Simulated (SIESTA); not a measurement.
Runs of SIESTA 5.4.2 on GaAs. The structure is cubic, space group F-43m (No. 216). Conventional cell: a = 5.654 Å, b = 5.654 Å, c = 5.654 Å, α = 90.00°, β = 90.00°, γ = 90.00°. As (site symmetry -43m) has 4 Ga at 2.45 Å as nearest neighbours. Around Ga (site symmetry -43m) lie 4 As at 2.45 Å. 

| task | level | potentials or basis | cell | force tolerance | gap on the mesh (eV) | pressure (GPa) |
| --- | --- | --- | --- | --- | --- | --- |
| band structure | vdW-DF-cx | PseudoDojo 0.4 standard (PBE files), DZP (energy shift 0.002 Ry; radii capped at 9.5 bohr) | as given | - | 0.48 | 3.6 |
| band structure | BLYP | PseudoDojo 0.4 standard (PBE files), DZP (energy shift 0.002 Ry; radii capped at 9.5 bohr) | as given | - | 0.36 | (b) |
| band structure | PBE | PseudoDojo 0.4 standard (PBE files), DZP (energy shift 0.002 Ry; radii capped at 9.5 bohr) | as given | - | 0.56 | (a) |
| relaxation of cell and atoms | PBEsol | PseudoDojo 0.4 standard (PBEsol files), DZP (energy shift 0.002 Ry; radii capped at 9.5 bohr) | relaxed | 0.01 eV/Å | 0.23 | 0.0 |
| band structure | AM05 | PseudoDojo 0.4 standard (PBEsol files), DZP (energy shift 0.002 Ry; radii capped at 9.5 bohr) | as given | - | 0.52 | 2.4 |

Alike in all rows: no spin polarisation; k mesh 8 × 8 × 8; smearing fermi-dirac 0.05 eV; grid cutoff 800 Ry; energy shift 0.002 Ry.

Q: Estimate the missing entries.

A: (a) 5.4; (b) 8.4.

Caveats: semicore shells carry a single zeta, which can move pressures by several GPa and volumes by a few percent; the basis of atomic orbitals isn't converged, which shifts pressures, moduli and gaps; the potentials were made for another functional, which shifts forces and pressure (some runs).

A k mesh can miss the band edges, and the runs leave out spin-orbit coupling on As, Ga.
